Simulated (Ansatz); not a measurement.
ScAl:

```xyz
2
Lattice="3.3703 0.0000 0.0000 0.0000 3.3703 0.0000 0.0000 0.0000 3.3703" Properties=species:S:1:pos:R:3 pbc="T T T"
Sc    1.6852    1.6852    1.6852
Al    0.0000    0.0000    0.0000
```

The cell comes from a database or a generator and needn't be the stable form of this composition.

| Property | Result |
| --- | --- |
| Program | Ansatz 0.2.0 |
| Task | relaxation of cell and atoms |
| Functional | PBEsol |
| Potentials or basis | all-electron LAPW, scalar-relativistic |
| Basis error allowed | 0.001 eV/atom |
| k mesh | 8 × 8 × 8 |
| Occupations | fermi-dirac, width 0.05 eV |
| Spin | no spin polarisation |

At the start: volume 19.14 Å³/atom.

**Question.** How do energy, volume and symmetry change on relaxing?

**Answer.** Over 4 steps the energy falls by 2.4 meV/atom and the volume is 18.72 Å³/atom (-2.2 %); space group Pm-3m (No. 221, to 0.05 Å).

The path:
```
step  energy change (eV)  largest force (eV/Å)  volume (Å³)
   1              0.0000                0.0000        38.28
   2             -0.0024                0.0000        36.82
   3             -0.0049                0.0000        37.44
   4             -0.0049                0.0000        37.44
```

Final structure:
```
Sc Al
1.0
     3.34547    0.00000    0.00000
     0.00000    3.34547    0.00000
     0.00000    0.00000    3.34547
Sc Al
1 1
Cartesian
  1.6727 1.6727 1.6727
  0.0000 0.0000 0.0000
```
